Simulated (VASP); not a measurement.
# ZnCu (Pm-3m) in VASP: a series of runs

Aim: see how the results for ZnCu move with the level of theory and the settings. Levels: PBE, BLYP+D3, RPBE. Tasks: single point, relaxation of the atoms.

Program: VASP 6.6.1. These are calculated values, not measurements. Logs are shortened: lines on timing, memory, paths and dates and some standing lists are left out, and cuts for length are marked.

## (1) The structure

It takes space group Pm-3m (No. 221, cubic). Conventional cell: a = 2.945 Å, b = 2.945 Å, c = 2.945 Å, α = 90.00°, β = 90.00°, γ = 90.00°. Around Zn (site symmetry m-3m) lie 8 Cu at 2.55 Å. Cu (site symmetry m-3m) is surrounded by 8 Zn at 2.55 Å.

## (2) Single point, PBE

Contents of run.py:

```python
from ase.calculators.vasp import Vasp
from ase.dft.bandgap import bandgap
from ase.io import read

atoms = read('ZnCu.xyz')
calc = Vasp(
    directory='calc',
    xc='pbe',
    pp='PBE',
    setups={'base': 'minimal', 'Zn': '_GW', 'Cu': '_GW'},
    prec='Accurate',
    encut=550,
    ediff=1e-07,
    ismear=0,
    sigma=0.1,
    lreal=False,
    lasph=True,
    nelm=80,
    algo='Normal',
    isif=2,
    lwave=False,
    lcharg=False,
    kpts=[9, 9, 9],
    gamma=True,
)
atoms.calc = calc

print('energy (eV):', atoms.get_potential_energy())
print('free energy (eV):', atoms.get_potential_energy(force_consistent=True))
print('forces (eV/A):')
print(atoms.get_forces())
print('stress (eV/A^3, Voigt):', atoms.get_stress())
print('Fermi level (eV):', calc.get_fermi_level())
gap, top, bottom = bandgap(calc)
print('band gap (eV):', gap, 'from (spin, k, band)', top, 'to', bottom)
```

Contents of ZnCu.xyz:

```xyz
2
Lattice="2.9450000000 0.0000000000 0.0000000000 0.0000000000 2.9450000000 0.0000000000 0.0000000000 0.0000000000 2.9450000000" Properties=species:S:1:pos:R:3 pbc="T T T"
Zn     1.4725000000      1.4725000000      1.4725000000
Cu     0.0000000000      0.0000000000      0.0000000000
```

Potentials or basis: VASP PAW PBE potentials, release 64 (Zn_GW, Cu_GW).

Command:

```bash
$ python run.py
```

Standard output:

```text
energy (eV): -5.02270606
free energy (eV): -5.02372359
forces (eV/A):
[[0. 0. 0.]
 [0. 0. 0.]]
stress (eV/A^3, Voigt): [-0.01182346 -0.01182346 -0.01182346 -0.         -0.          0.        ]
Fermi level (eV): 6.42721653
band gap (eV): 0.0 from (spin, k, band) (None, None, None) to (None, None, None)
```

OUTCAR:

```text
ENCUT = 550.000000
   EDIFF = 1.00e-07
   GGA = PE
   PREC = Accurate
   ISIF = 2
   ISMEAR = 0
   NELM = 80
   LASPH = .TRUE.
   LREAL = .FALSE.

 ion  position               nearest neighbor table
   1  0.500  0.500  0.500-   2 2.55   2 2.55   2 2.55   2 2.55   2 2.55   2 2.55   2 2.55   2 2.55

   2  0.000  0.000  0.000-   1 2.55   1 2.55   1 2.55   1 2.55   1 2.55   1 2.55   1 2.55   1 2.55

  LATTYP: Found a simple cubic cell.
 ALAT       =     2.9450000000

  Lattice vectors:

 A1 = (   2.9450000000,   0.0000000000,   0.0000000000)
 A2 = (   0.0000000000,   2.9450000000,   0.0000000000)
 A3 = (   0.0000000000,   0.0000000000,   2.9450000000)

Analysis of symmetry for initial positions (statically):
=====================================================================
 Subroutine PRICEL returns:
 Original cell was already a primitive cell.

 Routine SETGRP: Setting up the symmetry group for a
 simple cubic supercell.

 Subroutine GETGRP returns: Found 48 space group operations
 (whereof 48 operations were pure point group operations)
 out of a pool of 48 trial point group operations.

The static configuration has the point symmetry O_h .

Analysis of symmetry for dynamics (positions and initial velocities):
=====================================================================
 Subroutine PRICEL returns:
 Original cell was already a primitive cell.

 Routine SETGRP: Setting up the symmetry group for a
 simple cubic supercell.

 Subroutine GETGRP returns: Found 48 space group operations
 (whereof 48 operations were pure point group operations)
 out of a pool of 48 trial point group operations.

The dynamic configuration has the point symmetry O_h .

 Subroutine INISYM returns: Found 48 space group operations
 (whereof 48 operations are pure point group operations),
 and found     1 'primitive' translations

----------------------------------------------------------------------------------------

                                     Primitive cell

  volume of cell :      25.5421

  direct lattice vectors                    reciprocal lattice vectors
     2.945000000  0.000000000  0.000000000     0.339558574  0.000000000  0.000000000
     0.000000000  2.945000000  0.000000000     0.000000000  0.339558574  0.000000000
     0.000000000  0.000000000  2.945000000     0.000000000  0.000000000  0.339558574

  length of vectors
     2.945000000  2.945000000  2.945000000     0.339558574  0.339558574  0.339558574

  position of ions in fractional coordinates (direct lattice)
     0.500000000  0.500000000  0.500000000
     0.000000000  0.000000000  0.000000000

  ion indices of the primitive-cell ions
   primitive index   ion index
                 1           1
                 2           2

----------------------------------------------------------------------------------------

 KPOINTS: KPOINTS created by Atomic Simulation Env

Automatic generation of k-mesh.
 Grid dimensions read from file:
 generate k-points for:    9    9    9

 Generating k-lattice:

  Cartesian coordinates                     Fractional coordinates (reciprocal lattice)
     0.037728730  0.000000000  0.000000000     0.111111111  0.000000000  0.000000000
     0.000000000  0.037728730  0.000000000     0.000000000  0.111111111  0.000000000
     0.000000000  0.000000000  0.037728730     0.000000000  0.000000000  0.111111111

[... 41 lines left out ...]
   dimension x,y,z NGX =    24 NGY =   24 NGZ =   24
   dimension x,y,z NGXF=    48 NGYF=   48 NGZF=   48
   ions per type =               1   1
   NGX,Y,Z   is equivalent  to a cutoff of  13.55, 13.55, 13.55 a.u.
   NGXF,Y,Z  is equivalent  to a cutoff of  27.10, 27.10, 27.10 a.u.
 SYSTEM =  unknown system
   PREC   = accura    normal or accurate (medium, high low for compatibility)
   ISTART =      0    job   : 0-new  1-cont  2-samecut
   ICHARG =      2    charge: 1-file 2-atom 10-const
   ISPIN  =      1    spin polarized calculation?
   LNONCOLLINEAR =      F non collinear calculations
   LSORBIT =      F    spin-orbit coupling
   LASPH  =      T    aspherical Exc in radial PAW
   ENCUT  =  550.0 eV  40.42 Ry    6.36 a.u.   5.63  5.63  5.63*2*pi/ulx,y,z
   NELM   =     80;   NELMIN=  2; NELMDL= -5     # of ELM steps
   EDIFF  = 0.1E-06   stopping-criterion for ELM
   LREAL  =      F    real-space projection
   EDIFFG = 0.1E-05   stopping-criterion for IOM
   NSW    =      0    number of steps for IOM
   IBRION =     -1    ionic relax: 0-MD 1-quasi-New 2-CG
   NFREE  =      0    steps in history (QN), initial steepest desc. (CG)
   ISIF   =      2    stress and relaxation
   ISYM   =      2    0-nonsym 1-usesym 2-fastsym
   POTIM  = 0.5000    time-step for ionic-motion
   TEBEG  =    0.0;   TEEND  =   0.0 temperature during run
   PSTRESS=    0.0 pullay stress
   NELECT =      23.0000    total number of electrons
   NUPDOWN=      -1.0000    fix difference up-down
   EMIN   =  10.00;   EMAX   =-10.00  energy-range for DOS
   EFERMI =   0.00;   METHOD = LEGACY
   ISMEAR =     0;   SIGMA  =   0.10  broadening in eV -4-tet -1-fermi 0-gaus
   EFERMI_NEDOS =   21; number of points for ismear=-14 and -15
   IALGO  =     38    algorithm
   IMIX   =      4    mixing-type and parameters
     AMIX     =   0.40;   BMIX     =  1.00
     AMIX_MAG =   1.60;   BMIX_MAG =  1.00
  volume/ion in A,a.u.               =      12.77        86.18
  Fermi-wavevector in a.u.,A,eV,Ry     =   1.580880  2.987429 34.003415  2.499180
  Thomas-Fermi vector in A             =   2.681040
   LORBIT       =      0    0 simple, 1 ext, 2 COOP (PROOUT), +10 PAW based schemes
   GGA     = PE    functional components
   LHFCALC =     F    Hartree Fock is set to
   AEXX    =    0.0000 exact exchange contribution
   IVDW    =     0    specifies the selected vdW correction
   LEPSILON=     F    determine dielectric tensor
   LRPA    =     F    only Hartree local field effects (RPA)
 non-spin polarized calculation
 Gauss-broadening in eV      SIGMA  =   0.10
  energy-cutoff  :      550.00
  volume of cell :       25.54
 maximum number of plane-waves:       756
 NGX is ok and might be reduce to    24
   NGX = 11   NGY = 11   NGZ = 11

 number of electron      22.9999999 magnetization

 Free energy of the ion-electron system (eV)
  ---------------------------------------------------
  ext. energy  EPLUGINS =         0.00000000
  ---------------------------------------------------
  free energy    TOTEN  =        -5.02372359 eV

  energy without entropy =       -5.02168852  energy(sigma->0) =       -5.02270606

 E-fermi :   6.4272     XC(G=0): -12.5922

 val. band max:        6.3484438998   @ k =   0.3333   0.3333   0.0000
 cond. band min:       6.5383656178   @ k =   0.4444   0.4444   0.2222
 fundamental gap:      0.1899217181
 Fermi energy:         6.4272165278

 k-point     1 :       0.0000    0.0000    0.0000
  band No.  band energies     occupation
      1      -3.9956      2.00000
      2      -1.4695      2.00000
      3      -1.4695      2.00000
      4      -0.7702      2.00000
      5      -0.7702      2.00000
      6      -0.7702      2.00000
      7       2.7833      2.00000
      8       2.7833      2.00000
      9       3.6317      2.00000
     10       3.6317      2.00000
     11       3.6317      2.00000
     12      12.5512      0.00000
     13      12.5512      0.00000
     14      12.5512      0.00000
[... 401 lines left out ...]
      2      -1.2489      2.00000
      3      -1.0492      2.00000
      4      -0.9913      2.00000
      5      -0.6855      2.00000
      6       1.2813      2.00000
      7       2.4639      2.00000
      8       3.0339      2.00000
      9       3.1375      2.00000
     10       3.5538      2.00000
     11       4.0087      2.00000
     12       5.2292      2.00000
     13       9.5812      0.00000
     14      11.4275      0.00000
     15      16.5282      0.00000

 [... further k-points ...]

------------------------ aborting loop because EDIFF is reached ----------------------------------------

  FORCE on cell =-STRESS in cart. coord.  units (eV):
  Direction    XX          YY          ZZ          XY          YZ          ZX
  --------------------------------------------------------------------------------------
  -------------------------------------------------------------------------------------
  Total        0.3019954      0.3019954      0.3019954      0.0000000      0.0000000      0.0000000
  in kB       18.9432755     18.9432755     18.9432755      0.0000000      0.0000000      0.0000000
  external PRESSURE =      18.9432755 kB  Pullay stress =       0.0000000 kB

 VOLUME and BASIS-vectors are now :
 -----------------------------------------------------------------------------
  energy-cutoff  :      550.00
  volume of cell :       25.54
      direct lattice vectors                 reciprocal lattice vectors
     2.945000000  0.000000000  0.000000000     0.339558574  0.000000000  0.000000000
     0.000000000  2.945000000  0.000000000     0.000000000  0.339558574  0.000000000
     0.000000000  0.000000000  2.945000000     0.000000000  0.000000000  0.339558574

 POSITION                                       TOTAL-FORCE (eV/Angst)
 -----------------------------------------------------------------------------------
      1.47250      1.47250      1.47250         0.000000      0.000000      0.000000
      0.00000      0.00000      0.00000         0.000000      0.000000      0.000000
 -----------------------------------------------------------------------------------
    total drift:                                0.000000      0.000000     -0.000000

  FREE ENERGIE OF THE ION-ELECTRON SYSTEM (eV)
  ---------------------------------------------------
  free  energy   TOTEN  =        -5.0237235945 eV

  energy  without entropy=       -5.0216885190  energy(sigma->0) =       -5.02270606
```

INCAR:

```text
ENCUT = 550.000000
SIGMA = 0.100000
EDIFF = 1.00e-07
ALGO = Normal
GGA = PE
PREC = Accurate
ISIF = 2
ISMEAR = 0
NELM = 80
LASPH = .TRUE.
LCHARG = .FALSE.
LWAVE = .FALSE.
LREAL = .FALSE.
```

Wall time 9.1 s (1 thread of Intel Xeon 6975P-C (Granite Rapids), shared host); peak memory 0.15 GiB.

Results:

* Free energy: -5.0237 eV
* Pressure: 1.9 GPa
* Band gap on the k mesh: none (metal or under the smearing width)

[end of part 1 of 2]
